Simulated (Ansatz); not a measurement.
## Cd2Te3: balancing the decomposition

Computed with DFT PBE, scalar-relativistic, plane waves, PAW in Ansatz 0.2.0. Settings: cutoff 420 eV, Γ-centred meshes spaced at most about 0.3 Å⁻¹, and about 0.25 Å⁻¹ or finer for metals (2π included), Gaussian smearing. No spin polarisation.

The zero of energy is the elements' standard structures at the same level; no fitted shifts are applied.

All energies are static (0 K, no zero-point motion). These runs have no spin–orbit coupling, which can matter for Te. The reference form of Te is held partly by dispersion forces, which this level lacks.

A trial structure of Cd2Te3 (reached from: In2Au3 type (P-3m1); relaxed: space group P-3m1 (No. 164), a = 4.623 Å, c = 8.530 Å) has a formation energy of 0.001 eV/atom. At its composition the lowest mixture among the elements and 1 reference phase computed alike (others may be missing) consists of these:

```
       phase   source  ΔE_f (eV/atom)
  Te (solid)  element           0.000
CdTe (F-43m)      COD          -0.464
```

Task: Write the balanced decomposition and find its energy per atom, per formula unit and per mole of formula units.

Result: Balancing Cd and Te gives Cd2Te3 → Te + 2 CdTe. The left side holds 5 atoms, and the products take 1/5 (Te) and 4/5 (CdTe) of them. The mixture therefore lies at 1/5 × (0.000) + 4/5 × (-0.464) = -0.371 eV/atom. The reaction energy is -0.371 − (0.001) = -0.372 eV/atom. Times 5 atoms that is -1.860 eV per Cd2Te3, and times 96.485 it is -179 kJ per mole of Cd2Te3. Decomposition is downhill, so the trial structure is unstable against this mixture.
